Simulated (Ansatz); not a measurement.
# BaS (CsCl type): a single-point run

The task is a single-point run on BaS (CsCl type). The structure is shown as the input types it.

Method: DFT, PBE, all-electron LAPW, scalar-relativistic, in Ansatz 0.2.0.

### Step 1. The structure to begin with

The structure is cubic, space group Pm-3m (No. 221). Conventional cell: a = 1.497 Å, b = 1.497 Å, c = 1.497 Å, α = 90.00°, β = 90.00°, γ = 90.00°. Around Ba (site symmetry m-3m) lie 8 S at 1.30 Å. Around S (site symmetry m-3m) lie 8 Ba at 1.30 Å.

Structure file:

```cif
data_structure
_symmetry_space_group_name_H-M 'Pm-3m'
_symmetry_Int_Tables_number 221
_cell_length_a 1.4974
_cell_length_b 1.4974
_cell_length_c 1.4974
_cell_angle_alpha 90.000
_cell_angle_beta 90.000
_cell_angle_gamma 90.000
_cell_volume 3.36
loop_
_atom_site_label
_atom_site_type_symbol
_atom_site_symmetry_multiplicity
_atom_site_Wyckoff_symbol
_atom_site_fract_x
_atom_site_fract_y
_atom_site_fract_z
_atom_site_occupancy
Ba1 Ba 1 a 0.00000 0.00000 0.00000 1
S1 S 1 b 0.50000 0.50000 0.50000 1
```

### Step 2. Input and run

input.yaml

```yaml
crystal:
  lattice:
    - [1.49740474, 0.0, 0.0]
    - [0.0, 1.49740474, 0.0]
    - [0.0, 0.0, 1.49740474]
  atoms:
    - { symbol: Ba, position: [0.0, 0.0, 0.0] }
    - { symbol: S, position: [0.5, 0.5, 0.5] }
kpoints:
  mp_grid: { grid: [10, 10, 10] }
  band_path:
    path:
      - [0.0, 0.0, 0.0]
      - [0.0, 0.5, 0.0]
      - [0.5, 0.5, 0.0]
      - [0.0, 0.0, 0.0]
      - [0.5, 0.5, 0.5]
      - [0.0, 0.5, 0.0]
      - [0.5, 0.5, 0.5]
      - [0.5, 0.5, 0.0]
    npoints: 8
scf:
  occupations: { method: fermi_dirac, width: 0.05 }
  max_iter: 50
hamiltonian:
  xc: pbe
  pseudopotentials: { kind: all_electron, lapw: { basis_error: 0.001 } }
output:
  forces: true
  stress: true
  eigenvalues: true
  populations: true
```

Started as:

```
> ansatz run input.yaml --threads 1 --pin off --max-ram 2048MiB --backend cpu --events-out ev --progress --plain --runs-dir out
```

**Question.** How will this run end, and is anything wrong with its input?

This run ends as converged. It gives a pressure of 35140 GPa, which is large; a structure far from rest gives such values too, whatever the setting.

The structure is squeezed far below its natural size. The shortest distance in the input is 1.30 Å, between atoms 1 (Ba) and 2 (S).

Remedy: use the intended lattice or bond lengths.
